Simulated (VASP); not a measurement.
Wanted: the native input for a VASP 6.6.1 run.

```
Task                   : single point
Functional             : PBE
Potentials or basis    : VASP PAW PBE potentials, release 64 (Tc_pv)
Cutoff                 : 520 eV
k mesh                 : 8 × 8 × 8
Occupations            : gaussian, width 0.05 eV
Spin                   : no spin polarisation
Dipole correction      : no
Further INCAR settings : ALGO = Normal; EDIFF = 1e-06; NBANDS = 12
```

The structure of Tc lies in POSCAR:

```
Tc
1.0
    0.0000000000      1.9363261565      1.9363261565
    1.9363261565      0.0000000000      1.9363261565
    1.9363261565      1.9363261565      0.0000000000
Tc
1
Direct
    0.0000000000      0.0000000000      0.0000000000
```

The cell was built by a generator and needn't be a form met in nature.

The input as run:

INCAR

```
PREC = Accurate
ENCUT = 520
EDIFF = 1E-6
ISMEAR = 0
SIGMA = 0.05
LREAL = False
LASPH = True
NELM = 100
ALGO = Normal
ISIF = 2
LWAVE = False
LCHARG = False
GGA = PE
NBANDS = 12
```

KPOINTS

```
Automatic mesh
0
Gamma
  8 8 8
```

Potentials or basis: VASP PAW PBE potentials, release 64 (Tc_pv).

The run is started by

```bash
$ cat potpaw_PBE.64/Tc_pv/POTCAR > POTCAR
$ mpirun -np 1 vasp_std > vasp.out
```

It gave:

* Pressure: -0.9 GPa
* Band gap on the k mesh: none (metal or under the smearing width)

Run time: 3 s on 1 thread of AMD EPYC 9R45 (Zen 5), on a shared host, peak memory 0.09 GiB.
